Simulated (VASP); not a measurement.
# KMgF3 (Pm-3m) in VASP: notebook

One crystal, KMgF3, is run at these levels: PBE, PBEsol; tasks: single point.

Program: VASP 6.6.1. These are calculated values, not measurements. Logs are shortened: lines on timing, memory, paths and dates and some standing lists are left out, and cuts for length are marked.

**1. Starting point**

It takes space group Pm-3m (No. 221, cubic). The conventional cell has a = 3.986 Å, b = 3.986 Å, c = 3.986 Å, α = 90.00°, β = 90.00°, γ = 90.00°. K (site symmetry m-3m) has 12 F at 2.82 Å as nearest neighbours. Mg (site symmetry m-3m) is surrounded by 6 F at 1.99 Å. F (site symmetry 4/mmm) is surrounded by 2 Mg at 1.99 Å.

**2. Single point, PBE**

File INCAR:

```
SYSTEM = KMgF3
ALGO = Normal ; EDIFF = 1E-7
ENCUT = 520 ; GGA = PE
ISIF = 2 ; ISMEAR = -1
LASPH = .True. ; LCHARG = .False.
LREAL = .False. ; LWAVE = .False.
NBANDS = 24 ; NELM = 60
PREC = Accurate ; SIGMA = 0.05
```

File KPOINTS:

```
k-points
0
Gamma
  7 7 7
  0 0 0
```

File POSCAR:

```
KMgF3
1.0
    3.9859000000      0.0000000000      0.0000000000
    0.0000000000      3.9859000000      0.0000000000
    0.0000000000      0.0000000000      3.9859000000
K Mg F
1 1 3
Direct
    0.5000000000      0.5000000000      0.5000000000
    0.0000000000      0.0000000000      0.0000000000
    0.0000000000      0.0000000000      0.5000000000
    0.0000000000      0.5000000000      0.0000000000
    0.5000000000      0.0000000000      0.0000000000
```

Potentials or basis: VASP PAW PBE potentials, release 64 (K_sv, Mg, F).

Started as:

```console
cat potpaw_PBE.64/K_sv/POTCAR potpaw_PBE.64/Mg/POTCAR potpaw_PBE.64/F/POTCAR > POTCAR
mpirun -np 1 vasp_std > vasp.out
```

OUTCAR:

```text
SYSTEM = KMgF3
   EDIFF = 1E-7
   ENCUT = 520
   GGA = PE
   ISIF = 2
   ISMEAR = -1
   LASPH = .True.
   LREAL = .False.
   NELM = 60
   PREC = Accurate

 ion  position               nearest neighbor table
   1  0.500  0.500  0.500-   3 2.82   4 2.82   5 2.82   4 2.82   5 2.82   3 2.82   5 2.82   5 2.82
                             3 2.82   4 2.82   4 2.82   3 2.82   2 3.45   2 3.45   2 3.45   2 3.45
   2  0.000  0.000  0.000-   3 1.99   4 1.99   5 1.99   3 1.99   4 1.99   5 1.99   1 3.45   1 3.45
                             1 3.45   1 3.45   1 3.45   1 3.45   1 3.45   1 3.45
   3  0.000  0.000  0.500-   2 1.99   2 1.99   1 2.82   1 2.82   1 2.82   1 2.82
   4  0.000  0.500  0.000-   2 1.99   2 1.99   1 2.82   1 2.82   1 2.82   1 2.82
   5  0.500  0.000  0.000-   2 1.99   2 1.99   1 2.82   1 2.82   1 2.82   1 2.82

  LATTYP: Found a simple cubic cell.
 ALAT       =     3.9859000000

  Lattice vectors:

 A1 = (   3.9859000000,   0.0000000000,   0.0000000000)
 A2 = (   0.0000000000,   3.9859000000,   0.0000000000)
 A3 = (   0.0000000000,   0.0000000000,   3.9859000000)

Analysis of symmetry for initial positions (statically):
=====================================================================
 Subroutine PRICEL returns:
 Original cell was already a primitive cell.

 Routine SETGRP: Setting up the symmetry group for a
 simple cubic supercell.

 Subroutine GETGRP returns: Found 48 space group operations
 (whereof 48 operations were pure point group operations)
 out of a pool of 48 trial point group operations.

The static configuration has the point symmetry O_h .

Analysis of symmetry for dynamics (positions and initial velocities):
=====================================================================
 Subroutine PRICEL returns:
 Original cell was already a primitive cell.

 Routine SETGRP: Setting up the symmetry group for a
 simple cubic supercell.

 Subroutine GETGRP returns: Found 48 space group operations
 (whereof 48 operations were pure point group operations)
 out of a pool of 48 trial point group operations.

The dynamic configuration has the point symmetry O_h .

 Subroutine INISYM returns: Found 48 space group operations
 (whereof 48 operations are pure point group operations),
 and found     1 'primitive' translations

----------------------------------------------------------------------------------------

                                     Primitive cell

  volume of cell :      63.3256

  direct lattice vectors                    reciprocal lattice vectors
     3.985900000  0.000000000  0.000000000     0.250884367  0.000000000  0.000000000
     0.000000000  3.985900000  0.000000000     0.000000000  0.250884367  0.000000000
     0.000000000  0.000000000  3.985900000     0.000000000  0.000000000  0.250884367

  length of vectors
     3.985900000  3.985900000  3.985900000     0.250884367  0.250884367  0.250884367

  position of ions in fractional coordinates (direct lattice)
     0.500000000  0.500000000  0.500000000
     0.000000000  0.000000000  0.000000000
     0.000000000  0.000000000  0.500000000
     0.000000000  0.500000000  0.000000000
     0.500000000  0.000000000  0.000000000

  ion indices of the primitive-cell ions
   primitive index   ion index
                 1           1
                 2           2
                 3           3
                 4           4
                 5           5

----------------------------------------------------------------------------------------

 KPOINTS: k-points

Automatic generation of k-mesh.
 Grid dimensions read from file:
 generate k-points for:    7    7    7

 Generating k-lattice:

  Cartesian coordinates                     Fractional coordinates (reciprocal lattice)
     0.035840624  0.000000000  0.000000000     0.142857143  0.000000000  0.000000000
     0.000000000  0.035840624  0.000000000     0.000000000  0.142857143  0.000000000
     0.000000000  0.000000000  0.035840624     0.000000000  0.000000000  0.142857143

  Length of vectors
     0.035840624  0.035840624  0.035840624

  Shift w.r.t. Gamma in fractional coordinates (k-lattice)
     0.000000000  0.000000000  0.000000000

 Subroutine IBZKPT returns following result:
 ===========================================

 Found     20 irreducible k-points:

 Following reciprocal coordinates:
            Coordinates               Weight
  0.000000  0.000000  0.000000      1.000000
  0.142857  0.000000  0.000000      6.000000
  0.285714  0.000000  0.000000      6.000000
  0.428571  0.000000  0.000000      6.000000
  0.142857  0.142857  0.000000     12.000000
  0.285714  0.142857  0.000000     24.000000
[... 12 lines left out ...]
  0.428571  0.428571  0.285714     24.000000
  0.428571  0.428571  0.428571      8.000000
   k-points           NKPTS =     20   k-points in BZ     NKDIM =     20   number of bands    NBANDS=     24
   number of dos      NEDOS =    301   number of ions     NIONS =      5
   total plane-waves  NPLWV =  27000
   dimension x,y,z NGX =    30 NGY =   30 NGZ =   30
   dimension x,y,z NGXF=    60 NGYF=   60 NGZF=   60
   ions per type =               1   1   3
   NGX,Y,Z   is equivalent  to a cutoff of  12.51, 12.51, 12.51 a.u.
   NGXF,Y,Z  is equivalent  to a cutoff of  25.03, 25.03, 25.03 a.u.
 SYSTEM =  KMgF3
   PREC   = accura    normal or accurate (medium, high low for compatibility)
   ISTART =      0    job   : 0-new  1-cont  2-samecut
   ICHARG =      2    charge: 1-file 2-atom 10-const
   ISPIN  =      1    spin polarized calculation?
   LNONCOLLINEAR =      F non collinear calculations
   LSORBIT =      F    spin-orbit coupling
   LASPH  =      T    aspherical Exc in radial PAW
   ENCUT  =  520.0 eV  38.22 Ry    6.18 a.u.   7.41  7.41  7.41*2*pi/ulx,y,z
   NELM   =     60;   NELMIN=  2; NELMDL= -5     # of ELM steps
   EDIFF  = 0.1E-06   stopping-criterion for ELM
   LREAL  =      F    real-space projection
   EDIFFG = 0.1E-05   stopping-criterion for IOM
   NSW    =      0    number of steps for IOM
   IBRION =     -1    ionic relax: 0-MD 1-quasi-New 2-CG
   NFREE  =      0    steps in history (QN), initial steepest desc. (CG)
   ISIF   =      2    stress and relaxation
   ISYM   =      2    0-nonsym 1-usesym 2-fastsym
   POTIM  = 0.5000    time-step for ionic-motion
   TEBEG  =    0.0;   TEEND  =   0.0 temperature during run
   PSTRESS=    0.0 pullay stress
   NELECT =      32.0000    total number of electrons
   NUPDOWN=      -1.0000    fix difference up-down
   EMIN   =  10.00;   EMAX   =-10.00  energy-range for DOS
   EFERMI =   0.00;   METHOD = LEGACY
   ISMEAR =    -1;   SIGMA  =   0.05  broadening in eV -4-tet -1-fermi 0-gaus
   EFERMI_NEDOS =   21; number of points for ismear=-14 and -15
   IALGO  =     38    algorithm
   IMIX   =      4    mixing-type and parameters
     AMIX     =   0.40;   BMIX     =  1.00
     AMIX_MAG =   1.60;   BMIX_MAG =  1.00
  volume/ion in A,a.u.               =      12.67        85.47
  Fermi-wavevector in a.u.,A,eV,Ry     =   1.303962  2.464132 23.134232  1.700318
  Thomas-Fermi vector in A             =   2.434930
   LORBIT       =      0    0 simple, 1 ext, 2 COOP (PROOUT), +10 PAW based schemes
   GGA     = PE    functional components
   LHFCALC =     F    Hartree Fock is set to
   AEXX    =    0.0000 exact exchange contribution
   IVDW    =     0    specifies the selected vdW correction
   LEPSILON=     F    determine dielectric tensor
   LRPA    =     F    only Hartree local field effects (RPA)
 non-spin polarized calculation
  energy-cutoff  :      520.00
  volume of cell :       63.33
 maximum number of plane-waves:      1743
 NGX is ok and might be reduce to    30
   NGX = 15   NGY = 15   NGZ = 15

 number of electron      31.9999958 magnetization

 Free energy of the ion-electron system (eV)
  ---------------------------------------------------
  ext. energy  EPLUGINS =         0.00000000
  ---------------------------------------------------
  free energy    TOTEN  =       -24.41453925 eV

  energy without entropy =      -24.41453925  energy(sigma->0) =      -24.41453925

 E-fermi :  -0.5026     XC(G=0):  -9.6841

 val. band max:       -1.6338399359   @ k =   0.4286   0.4286   0.4286
 cond. band min:       5.7036383709   @ k =   0.0000   0.0000   0.0000
 fundamental gap:      7.3374783068
 Fermi energy:        -0.5026378326

 k-point     1 :       0.0000    0.0000    0.0000
  band No.  band energies     occupation
      1     -27.2548      2.00000
      2     -21.7203      2.00000
      3     -21.0668      2.00000
      4     -21.0668      2.00000
      5     -10.7470      2.00000
      6     -10.7470      2.00000
[... 16 lines left out ...]
     23      12.4127      0.00000
     24      15.3206      0.00000

 k-point     2 :       0.1429    0.0000    0.0000
  band No.  band energies     occupation
      1     -27.2495      2.00000
      2     -21.6982      2.00000
      3     -21.0941      2.00000
      4     -21.0649      2.00000
      5     -10.7443      2.00000
      6     -10.7367      2.00000
[... 16 lines left out ...]
     23      12.4144      0.00000
     24      15.2236      0.00000

 k-point     3 :       0.2857    0.0000    0.0000
  band No.  band energies     occupation
      1     -27.2375      2.00000
      2     -21.6391      2.00000
      3     -21.1644      2.00000
      4     -21.0611      2.00000
      5     -10.7381      2.00000
      6     -10.7133      2.00000
[... 16 lines left out ...]
     23      12.3457      0.00000
     24      14.9647      0.00000

 k-point     4 :       0.4286    0.0000    0.0000
  band No.  band energies     occupation
      1     -27.2279      2.00000
      2     -21.5773      2.00000
      3     -21.2359      2.00000
      4     -21.0580      2.00000
      5     -10.7332      2.00000
      6     -10.6942      2.00000
[... 16 lines left out ...]
     23      12.6211      0.00000
     24      14.2017      0.00000

 k-point     5 :       0.1429    0.1429    0.0000
  band No.  band energies     occupation
      1     -27.2445      2.00000
      2     -21.6750      2.00000
      3     -21.1057      2.00000
      4     -21.0781      2.00000
      5     -10.7594      2.00000
      6     -10.7267      2.00000
[... 16 lines left out ...]
     23      12.4376      0.00000
     24      14.7701      0.00000

 k-point     6 :       0.2857    0.1429    0.0000
  band No.  band energies     occupation
      1     -27.2332      2.00000
      2     -21.6140      2.00000
      3     -21.1682      2.00000
      4     -21.0800      2.00000
      5     -10.7627      2.00000
      6     -10.7090      2.00000
[... 16 lines left out ...]
     23      12.4266      0.00000
     24      14.3523      0.00000
[... 271 lines left out ...]
 k-point    17 :       0.2857    0.2857    0.2857
  band No.  band energies     occupation
      1     -27.2117      2.00000
      2     -21.4637      2.00000
      3     -21.1819      2.00000
      4     -21.1819      2.00000
      5     -10.8201      2.00000
      6     -10.8201      2.00000
[... 16 lines left out ...]
     23      13.0374      0.00000
     24      14.3778      0.00000

 k-point    18 :       0.4286    0.2857    0.2857
  band No.  band energies     occupation
      1     -27.2052      2.00000
      2     -21.3918      2.00000
      3     -21.2435      2.00000
      4     -21.1765      2.00000
      5     -10.8475      2.00000
      6     -10.8368      2.00000
[... 16 lines left out ...]
     23      12.9852      0.00000
     24      13.8773      0.00000

 k-point    19 :       0.4286    0.4286    0.2857
  band No.  band energies     occupation
      1     -27.1995      2.00000
      2     -21.3211      2.00000
      3     -21.2473      2.00000
      4     -21.2208      2.00000
      5     -10.8807      2.00000
      6     -10.8760      2.00000
[... 16 lines left out ...]
     23      13.2941      0.00000
     24      13.3895      0.00000

 k-point    20 :       0.4286    0.4286    0.4286
  band No.  band energies     occupation
      1     -27.1947      2.00000
      2     -21.2784      2.00000
      3     -21.2403      2.00000
      4     -21.2403      2.00000
      5     -10.9154      2.00000
      6     -10.9154      2.00000
[... 16 lines left out ...]
     23      13.5807      0.00000
     24      13.7784      0.00000

------------------------ aborting loop because EDIFF is reached ----------------------------------------

  FORCE on cell =-STRESS in cart. coord.  units (eV):
  Direction    XX          YY          ZZ          XY          YZ          ZX
  --------------------------------------------------------------------------------------
  -------------------------------------------------------------------------------------
  Total        1.3325971      1.3325971      1.3325971     -0.0000000      0.0000000     -0.0000000
  in kB       33.7155501     33.7155501     33.7155501     -0.0000000      0.0000000     -0.0000000
  external PRESSURE =      33.7155501 kB  Pullay stress =       0.0000000 kB

 VOLUME and BASIS-vectors are now :
 -----------------------------------------------------------------------------
  energy-cutoff  :      520.00
  volume of cell :       63.33
      direct lattice vectors                 reciprocal lattice vectors
     3.985900000  0.000000000  0.000000000     0.250884367  0.000000000  0.000000000
     0.000000000  3.985900000  0.000000000     0.000000000  0.250884367  0.000000000
     0.000000000  0.000000000  3.985900000     0.000000000  0.000000000  0.250884367

 POSITION                                       TOTAL-FORCE (eV/Angst)
 -----------------------------------------------------------------------------------
      1.99295      1.99295      1.99295         0.000000      0.000000      0.000000
      0.00000      0.00000      0.00000         0.000000      0.000000      0.000000
      0.00000      0.00000      1.99295         0.000000      0.000000      0.000000
      0.00000      1.99295      0.00000         0.000000      0.000000      0.000000
      1.99295      0.00000      0.00000         0.000000      0.000000      0.000000
 -----------------------------------------------------------------------------------
    total drift:                                0.000000     -0.000000      0.000000

  FREE ENERGIE OF THE ION-ELECTRON SYSTEM (eV)
  ---------------------------------------------------
  free  energy   TOTEN  =       -24.4145392465 eV

  energy  without entropy=      -24.4145392464  energy(sigma->0) =      -24.41453925
```

Wall time 15 s (1 thread of AMD EPYC 9R45 (Zen 5), shared host); peak memory 0.15 GiB.

Results:

| Item | Value |
| --- | --- |
| Free energy | -24.4145 eV |
| Pressure | 3.4 GPa |
| Band gap on the k mesh | 7.34 eV, indirect (least direct gap 7.63 eV) |

Caveat: an odd mesh through Γ misses points on the zone boundary, where band edges often lie. As with any semilocal functional, this PBE gap is likely too small.

**3. Single point, PBE (atoms moved at random, drawn with an rms of 0.05 Å)**

File INCAR:

```
PREC = Accurate
ENCUT = 520
EDIFF = 1E-7
ISMEAR = -1
SIGMA = 0.05
LREAL = False
LASPH = True
NELM = 80
ALGO = Normal
ISIF = 2
LWAVE = False
LCHARG = False
GGA = PE
NBANDS = 24
```

File KPOINTS:

```
regular mesh
0
Gamma
  7 7 7
```

File POSCAR:

```
KMgF3
1.0
    3.9859000000      0.0000000000      0.0000000000
    0.0000000000      3.9859000000      0.0000000000
    0.0000000000      0.0000000000      3.9859000000
K Mg F
1 1 3
Direct
    0.4915570000      0.5214180000      0.4837880000
   -0.0018630000      0.0062290000      0.0002000000
    0.0015480000      0.0008360000      0.5151270000
   -0.0024120000      0.4889800000      0.0097390000
    0.5067060000      0.0081420000     -0.0027700000
```

Potentials or basis: VASP PAW PBE potentials, release 64 (K_sv, Mg, F).

Started as:

```console
cat potpaw_PBE.64/K_sv/POTCAR potpaw_PBE.64/Mg/POTCAR potpaw_PBE.64/F/POTCAR > POTCAR
mpirun -np 1 vasp_std > vasp.out
```

Run time: 1.8 min. Hardware: 1 thread of AMD EPYC 9R45 (Zen 5), shared host; peak memory 0.32 GiB.

Results (log left out):

* Free energy: -24.3476 eV
* Pressure: 4.0 GPa
* Largest force: 0.799 eV/Å
* Band gap on the k mesh: 7.32 eV, indirect (least direct gap 7.61 eV)

Forces in eV/Å, atoms in the order of the input:
```
K    0.088 -0.187  0.202
Mg   0.206 -0.411  0.346
F    0.023 -0.063 -0.660
F    0.062  0.797 -0.005
F   -0.379 -0.135  0.116
```

Stress tensor (GPa, compression positive):
```
 3.83 -0.03  0.02
-0.03  4.10  0.06
 0.02  0.06  3.98
```

Levels at points of the mesh, in eV from the valence-band top:
```csv
k point,band 12,band 13,band 14,band 15,band 16,band 17,band 18,band 19,band 20,band 21
"(0.00, 0.00, 0.00)",-0.60,-0.59,-0.30,-0.30,-0.29,7.32,10.12,10.14,12.27,12.31
```

Caveat: an odd mesh through Γ misses points on the zone boundary, where band edges often lie.

**4. Single point, PBEsol**

File INCAR:

```
SYSTEM = KMgF3
ALGO = Normal
EDIFF = 1E-7
ENCUT = 520
GGA = PS
ISIF = 2
ISMEAR = -1
KPAR = 2
LASPH = .True.
LCHARG = .True.
LREAL = .False.
LVHAR = .True.
LWAVE = .False.
NBANDS = 24
NELM = 60
PREC = Accurate
SIGMA = 0.05
```

File KPOINTS:

```
k-points
0
Gamma
  7 7 7
  0 0 0
```

File POSCAR:

```
KMgF3
1.0
    3.9859000000      0.0000000000      0.0000000000
    0.0000000000      3.9859000000      0.0000000000
    0.0000000000      0.0000000000      3.9859000000
K Mg F
1 1 3
Direct
    0.5000000000      0.5000000000      0.5000000000
    0.0000000000      0.0000000000      0.0000000000
    0.0000000000      0.0000000000      0.5000000000
    0.0000000000      0.5000000000      0.0000000000
    0.5000000000      0.0000000000      0.0000000000
```

Started as:

```console
cat potpaw_PBE.64/K_sv/POTCAR potpaw_PBE.64/Mg/POTCAR potpaw_PBE.64/F/POTCAR > POTCAR
mpirun -np 2 vasp_std > vasp.out
```

Run time: 23 s. Hardware: 2 MPI ranks of Intel Xeon Platinum 8259CL at 2.50GHz (Skylake/Cascade Lake), shared host; peak memory 0.17 GiB.

Results (log left out):

```
Free energy            : -25.2629 eV
Pressure               : -0.1 GPa
Band gap on the k mesh : 7.16 eV, indirect (least direct gap 7.45 eV)
```

Levels at points of the mesh, in eV from the valence-band top:
```tsv
k point	band 13	band 14	band 15	band 16	band 17	band 18	band 19	band 20
(0.00, 0.00, 0.00)	-0.60	-0.29	-0.29	-0.29	7.16	9.97	9.97	12.17
```

Caveat: the PAW data sets were made with another functional, which shifts forces and pressure a little; an odd mesh through Γ misses points on the zone boundary, where band edges often lie.

(Part 1 of 2 ends here.)
